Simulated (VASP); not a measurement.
Write the native input for VASP 6.6.1 that does the following.

* Task: relaxation of the atoms
* Functional: PBE
* Potentials or basis: VASP PAW PBE potentials, release 64 (Ga, P)
* Cutoff: 300 eV
* k mesh: 4 × 4 × 4
* Occupations: gaussian, width 0.03 eV
* Spin: no spin polarisation
* Further INCAR settings: ALGO = Normal; EDIFF = 1e-07; IBRION = 2; EDIFFG = -0.01; NSW = 40

The structure of GaP lies in POSCAR:

```
GaP                                     
1.0
    0.0000000000      2.7879213187      2.7879213187
    2.7879213187      0.0000000000      2.7879213187
    2.7879213187      2.7879213187      0.0000000000
  Ga              P             
     1     1
Direct
     0.0000000000000000    0.0000000000000000    0.0000000000000000
     0.2500000000000000    0.2500000000000000    0.2500000000000000
```

The cell isn't the ideal one: a relaxed cell with its volume scaled by 1.02.

These files were run (other wordings do the same):

INCAR

```
ALGO = Normal
EDIFF = 1E-7
EDIFFG = -0.01
ENCUT = 300
GGA = PE
IBRION = 2
ISIF = 2
ISMEAR = 0
LASPH = True
LCHARG = False
LREAL = False
LWAVE = False
NELM = 80
NSW = 40
PREC = Accurate
SIGMA = 0.03
```

KPOINTS

```
k-points
0
Gamma
  4 4 4
```

Potentials or basis: VASP PAW PBE potentials, release 64 (Ga, P).

Launch:

```bash
$ cat potpaw_PBE.64/Ga/POTCAR potpaw_PBE.64/P/POTCAR > POTCAR
$ mpirun -np 1 vasp_std > vasp.out
```

Results of the run:

```json
{
 "Pressure after relaxing": "-1.5 GPa",
 "Band gap on the k mesh": "1.32 eV, direct"
}
```

Caveat: the k mesh is coarse (spacing up to 0.49 Å⁻¹), so the values aren't converged; the cutoff is under 1.25 times the usual one of these potentials, so pressure, stress and relaxed cells hold a basis-set (Pulay) error; the relaxation stopped at its first step, so nothing moved.

Wall time 2 s on 1 thread of Intel(R) Xeon(R) 6975P-C (Granite Rapids) (shared host), peak memory 0.13 GiB.
